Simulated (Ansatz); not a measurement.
A run of Ansatz 0.2.0 is set up as follows.

Contents of input.yaml:

```yaml
crystal:
  lattice:
    - [0.0, 2.0970013927, 2.0970013927]
    - [2.0970013927, 0.0, 2.0970013927]
    - [2.0970013927, 2.0970013927, 0.0]
  atoms:
    - { symbol: Mg, position: [0.0, 0.0, 0.0] }
    - { symbol: O, position: [0.5, 0.5, 0.5] }
kpoints:
  mp_grid: { grid: [11, 11, 11] }
scf:
  occupations: { method: fixed }
hamiltonian:
  xc: pbesol
  pseudopotentials: { kind: all_electron, datasets: crystal }
output: {}
dielectric: {}
```

Potentials or basis: all-electron PAW datasets made for the crystal.

The run is started by

```sh
$ ansatz run input.yaml --threads 1 --pin off --max-ram 3072MiB --backend cpu --events-out ev --progress --plain --runs-dir out
```

Problem. Predict the electronic dielectric tensor (diagonal).

Solution. 3.24.

Problem. What does it give for the Born charges (mean of the diagonal)?

Solution. Mg +1.98; O -1.98 e.

Problem. Predict the band gap on the k mesh.

Solution. 4.76 eV, direct.

Born effective charge tensors (e):
atom 1, Mg
```
1.98 0.00 0.00
0.00 1.98 0.00
0.00 0.00 1.98
```
atom 2, O
```
-1.98  0.00  0.00
 0.00 -1.98  0.00
 0.00  0.00 -1.98
```

Caveat: the program warned that the printed levels may be off, so bands, gaps and densities of states are rough.

**Experimental background.**

From “Electronic structure of alkaline earth and post-transition metal oxides”, 2009, arxiv:0908.1581, for a bulk crystal of MgO: band gap 7.83 eV.

“Infrared Optical Properties of Ferropericlase (Mg1-xFexO): Experiment and Theory”, 2007, arxiv:0704.2267 reports, for a bulk crystal of MgO at 295 K: high-frequency dielectric constant 2.95 ± 0.1.

Measured gap of MgO: 7.83 eV (quoted in “Electronic structure of alkaline earth and post-transition metal oxides”, 2009, arxiv:0908.1581). This calculation gives 4.76 eV (-3.07 eV). The value is that of PBEsol, without temperature or zero-point motion. Semilocal functionals fall short of measured gaps as a rule. The cell is a database's relaxed one, not the measured one, which moves gaps too. Against the measured high-frequency dielectric constant of MgO, 2.95 (295 K; “Infrared Optical Properties of Ferropericlase (Mg1-xFexO): Experiment and Theory”, 2007, arxiv:0704.2267), the calculated 3.24 is off by +9.8 %.
